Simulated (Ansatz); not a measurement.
Write a Python script for the Python package of Ansatz (0.2.0) that makes a calculation of the elastic constants of C, space group C2/m. Settings (first run): LDA, PAW, cutoff 470 eV, 21×21×12 k-points, Gaussian smearing of 0.15 eV.

```
C
1.0
     2.12732   -1.22828    0.00000
     2.12732    1.22828    0.00000
    -1.37907    0.00000    3.50283
C
2
Direct
  0.83336 0.83336 0.00009
  0.16664 0.16664 0.99991
```

`elastic_c.py`
```python
"""Elastic constants of C."""

from dataclasses import replace
import warnings

import ansatz as az
import numpy as np


def main() -> None:
    warnings.simplefilter("ignore", az.DeckWarning)

    material = (
        az.Lattice.of((2.12732, -1.228282, 0.0), (2.12732, 1.228282, 0.0), (-1.37907, 0.0, 3.50283))
        .atom("C", (0.833356, 0.833356, 9.3e-05))
        .atom("C", (0.166644, 0.166644, 0.999907))
    )

    calc = (
        material.calculation()
        .functional("LDA")
        .pseudopotentials("paw")
        .basis(470)
        .occupations("gaussian", width=0.15)
        .kpoints(21, 21, 12)
    )
    # relax, then strain
    rest = calc.relax(cell=True).run().lattice
    relaxed = az.Crystal(lattice=az.Lattice.of(rest.cell_ang))
    for site in rest.sites:
        relaxed = relaxed.atom(site.symbol, site.position_frac)
    calc = replace(calc, crystal=relaxed)
    print("relaxed volume {:.3f} A^3".format(abs(np.linalg.det(rest.cell_ang))))
    outcome = calc.elastic("clamped_ion").run()
    elastic = outcome.elastic

    C = np.asarray(elastic.c_gpa)
    for i in range(6):
        for j in range(i, 6):
            if abs(C[i, j]) > 0.05:
                print(f"C{i + 1}{j + 1} = {C[i, j]:.1f} GPa")
    print("smallest eigenvalue of C:", round(elastic.stability.min_eigenvalue_gpa, 1), "GPa; tensor positive definite:", elastic.stability.min_eigenvalue_gpa > 0)
    # averaged moduli need a positive definite tensor
    if elastic.stability.min_eigenvalue_gpa > 0:
        m = elastic.moduli
        anisotropy = 5 * m.g_voigt_gpa / m.g_reuss_gpa + m.k_voigt_gpa / m.k_reuss_gpa - 6
        print(f"Voigt K {m.k_voigt_gpa:.1f} G {m.g_voigt_gpa:.1f}; Reuss K {m.k_reuss_gpa:.1f} G {m.g_reuss_gpa:.1f}; universal anisotropy index {anisotropy:.3f}")


if __name__ == "__main__":
    main()
```

```console
$ python elastic_c.py
relaxed volume 17.230 A^3
C11 = 1127.5 GPa
C12 = 178.7 GPa
C13 = -2.7 GPa
C15 = -7.5 GPa
C22 = 1127.6 GPa
C23 = -2.8 GPa
C25 = 0.7 GPa
C33 = 30.3 GPa
C35 = 0.1 GPa
C44 = 4.9 GPa
C46 = -0.8 GPa
C55 = 5.0 GPa
C66 = 474.5 GPa
smallest eigenvalue of C: 4.9 GPa; tensor positive definite: True
Voigt K 292.4 G 237.7; Reuss K 28.7 G 11.0; universal anisotropy index 112.185
```

A positive definite tensor excludes instabilities under uniform strain alone; phonons elsewhere in the zone can still be imaginary. Within a few hundredths of an angstrom the cell has the higher group R-3m; the lower one is a small distortion. The structure is layered, and without a dispersion term the spacing of the layers is poorly determined. The cell relaxed to the group R-3m; tensors and edges are in the axes of the typed cell. An opening on this mesh may only mean that it misses a point where bands touch. These are clamped-ion constants: where atoms have free coordinates under strain, the relaxed-ion ones can be far smaller or negative, so this tensor doesn't settle whether the crystal is stable. Shear constants of a metal converge slowly with the k-point mesh and can be wrong in sign on a coarse one; the constants belong to the cell that was strained. Processor time in the engine: 7 min on 1 thread of Intel(R) Xeon(R) Processor @ 2.30GHz, with other jobs on the host, peak memory 1 GiB.

(A comment or docstring line of the script was reworded after the run, the code is as it ran.)
